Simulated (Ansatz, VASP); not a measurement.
**Two plane-wave programs on MgS**

The input POSCAR:

```
MgS
1.0
    0.0000000000      2.6016500000      2.6016500000
    2.6016500000      0.0000000000      2.6016500000
    2.6016500000      2.6016500000      0.0000000000
Mg S
1 1
Direct
    0.0000000000      0.0000000000      0.0101921874
    0.5000000000      0.5000000000      0.5000000000
```

INCAR.step1

```
ALGO = Normal
EDIFF = 1E-4
ENCUT = 520
GGA = PE
ISMEAR = 0
LASPH = T
LCHARG = F
LREAL = F
LWAVE = T
NBANDS = 11
NELM = 80
PREC = Accurate
SIGMA = 0.05
```

The input INCAR.step2:

```
ALGO = Normal
EDIFF = 1E-6
ENCUT = 520
ISIF = 2
ISMEAR = 0
ISTART = 1
LASPH = T
LCHARG = F
LMIXTAU = T
LREAL = F
LWAVE = F
METAGGA = R2SCAN
NBANDS = 11
NELM = 80
PREC = Accurate
SIGMA = 0.05
```

Contents of KPOINTS:

```
k-points
0
Gamma
  8 8 8
```

Input for Ansatz:

```yaml
crystal:
  lattice:
    - [0.0, 2.60165, 2.60165]
    - [2.60165, 0.0, 2.60165]
    - [2.60165, 2.60165, 0.0]
  atoms:
    - { symbol: Mg, position: [0.0, 0.0, 0.0101921874] }
    - { symbol: S, position: [0.5, 0.5, 0.5] }
basis:
  ecutwfc: 500
kpoints:
  mp_grid: { grid: [8, 8, 8] }
hamiltonian:
  xc: r2scan
scf:
  occupations: { method: gaussian, width: 0.05 }
output:
  forces: true
  stress: true
  eigenvalues: true
```

Change from the starting cell: all Mg atoms moved +0.037 Å, as atom 1 along Cartesian [1 1 0].

Alike in both runs: task single point; functional r2SCAN; k mesh 8 × 8 × 8; occupations gaussian, width 0.05 eV; no spin polarisation.

|  | VASP | Ansatz |
| --- | --- | --- |
| version | VASP 6.6.1 | Ansatz 0.2.0 |
| potentials or method | VASP PAW PBE potentials, release 64 (Mg, S) | scalar-relativistic, plane waves, PAW |
| plane-wave cutoff (eV) | 520 | 500 |
| valence electrons in the cell | 8 | 16 |

```csv
,VASP,Ansatz,Ansatz less VASP
gap on the k mesh at the Fermi level (eV),3.43,3.46,+0.029
least direct gap on the mesh (eV),4.61,4.64,+0.025
pressure (GPa),-0.4,0.0,+0.46
largest component of the traceless stress (GPa),0.06,0.06,-0.004
rms of the force components (eV/Å),0.061,0.062,+0.0007
```

Atom by atom the forces differ by 0.001 eV/Å (rms over components). With one functional, cell and mesh, what is left measures potentials, basis and numerics. The two sets of potentials don't hold the same shells in valence.

Caveats: the PAW data sets were made with another functional, which shifts forces and pressure a little (VASP). A k mesh can miss the band edges.
